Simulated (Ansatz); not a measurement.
Runs of Ansatz 0.2.0 on MgB2. It takes space group P6/mmm (No. 191, hexagonal). The conventional cell has a = 3.085 Å, b = 3.085 Å, c = 3.523 Å, α = 90.00°, β = 90.00°, γ = 120.00°. Mg (site symmetry 6/mmm) has 12 B at 2.51 Å as nearest neighbours. Around B (site symmetry -6m2) lie 3 B at 1.78 Å. 

```csv
level,cutoff (eV),gap on the mesh (eV),pressure (GPa),relaxed volume (Å³/atom)
LDA,420,none,0.0,9.18
RPBE,420,none,0.0,9.84
PBE,420,none,0.0,(b)
r2SCAN,500,none,0.0,9.54
BLYP,420,none,0.0,(a)
revPBE,420,none,0.0,9.80
PBEsol,420,none,0.0,9.47
```

Alike in all rows: task relaxation of cell and atoms; potentials or basis Ansatz PAW; no spin polarisation; cell relaxed; k mesh 10 × 10 × 8; smearing fermi-dirac 0.05 eV.

Question: Estimate the missing entries.

Answer: (a) 9.76; (b) 9.62.

Caveats: the plane-wave basis is chosen anew once the cell has moved, so the energies of steps on either side of that aren't comparable; the PAW data sets come from PBE, with cores solved anew for the run's functional, which leaves a small shift of forces and pressure (some runs).

A gap of «none» marks a metal or a gap under the smearing width.
